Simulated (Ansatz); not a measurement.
## Ca: levels along high-symmetry lines

```yaml
crystal:
  lattice:
    - [3.98000, 0.00000, 0.00000]
    - [-1.99000, 3.44678, 0.00000]
    - [0.00000, 0.00000, 6.52000]
  atoms:
    - { symbol: Ca, position: [0.33333, 0.66667, 0.25000] }
    - { symbol: Ca, position: [0.66667, 0.33333, 0.75000] }
```

Atom numbers follow the list: Ca1, Ca2.

Structure: COD 9008489, as refined from experiment and not relaxed. It was measured hot, at 723 K.

Method: DFT, PBE, all-electron LAPW, scalar-relativistic (Ansatz 0.2.0).

Settings: a Γ-centred 11×11×6 k mesh, Fermi–Dirac smearing of 0.08 eV, basis error target 0.5 meV/atom, no spin polarisation.

Points in fractions of the reciprocal vectors of this cell: Γ (0, 0, 0), M (0.5, 0, 0), K (0.333, 0.333, 0), A (0, 0, 0.5), L (0.5, 0, 0.5), H (0.333, 0.333, 0.5). The path joins them by straight lines in the order Γ–M–K–Γ–A–L–H–A–L; legs that retrace an earlier one aren't tabulated. Energies are in eV from the Fermi level.

(1) List the levels at M between -14 and 0 eV.

(2) List the levels at L between -14 and 0 eV.

(3) List the levels at A between -14 and 0 eV.

(4) What is the band gap?

Results:

(1) -1.11, -0.71.

(2) -0.66 (×2).

(3) -2.99 (×2).

(4) None at this level of theory (metallic, semimetallic, or a small gap that the functional closes).
